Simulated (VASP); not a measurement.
AlN: relaxation of cell and atoms with LDA

Crystal: AlN.

```
CELL_PARAMETERS angstrom
0.00000 2.03452 2.03452
2.03452 0.00000 2.03452
2.03452 2.03452 0.00000
ATOMIC_POSITIONS crystal
Al 0.50000 0.50000 0.50000
N 0.00000 0.00000 0.00000
```

Measurements of this composition are mostly on another form, of space group No. 186.

| Item | Value |
| --- | --- |
| Program | VASP 6.6.1 |
| Task | relaxation of cell and atoms |
| Functional | LDA |
| Potentials or basis | VASP PAW LDA potentials, release 64 (Al, N) |
| Cutoff | 600 eV |
| k mesh | 12 × 12 × 12 |
| Occupations | gaussian, width 0.03 eV |
| Spin | no spin polarisation |
| Target pressure | 14.5 GPa |
| Further INCAR settings | ALGO = Normal; EDIFF = 1e-06; IBRION = 2; EDIFFG = -0.01; NSW = 90; ISIF = 3 |
| Target pressure | 14.5 GPa |

```yaml
Relaxed_volume: 7.71 Å³/atom
Relaxed_cell: a = 2.793 Å, b = 2.793 Å, c = 2.793 Å, α = 60.00°, β = 60.00°, γ = 60.00°
Space_group_after_relaxing_to_0.05_Å: Fm-3m (No. 225)
Energy_change_on_relaxing_the_enthalpy_is_what_falls: +4.6 meV/atom
Ionic_steps: 4
Pressure_after_relaxing: 14.5 GPa
Band_gap_on_the_k_mesh: 5.06 eV, indirect (least direct gap 6.82 eV)
```

Step by step:
```
step  energy change (eV)  largest force (eV/Å)  pressure (GPa)  volume (Å³)
   1              0.0000                0.0000          -10.53        16.84
   2              0.3507                0.0000           58.61        13.84
   3              0.0065                0.0000           13.74        15.44
   4              0.0092                0.0000           14.45        15.41
```

Final structure:
```
Al N
1.0
     0.00000    1.97517    1.97517
     1.97517    0.00000    1.97517
     1.97517    1.97517    0.00000
Al N
1 1
Direct
  0.50000 0.50000 0.50000
  0.00000 0.00000 0.00000
```

Levels at points of the mesh, in eV from the valence-band top:
```
           k point  band 1  band 2  band 3  band 4  band 5  band 6  band 7  band 8
(0.00, 0.00, 0.00)  -18.06    0.00    0.00    0.00    6.82   12.24   12.24   12.24
(0.50, 0.00, 0.00)  -14.44   -8.81   -1.22   -1.22    6.58   11.38   11.38   14.17
(0.50, 0.50, 0.00)  -13.32   -7.90   -3.00   -3.00    5.06    5.15   14.76   18.10
```

Run time: 7.3 s on 1 thread of Intel(R) Xeon(R) 6975P-C (Granite Rapids) (shared host), peak memory 0.13 GiB.

Caveat: the cell is relaxed towards a set pressure, so the enthalpy falls and the energy may rise. A k mesh can miss the band edges.
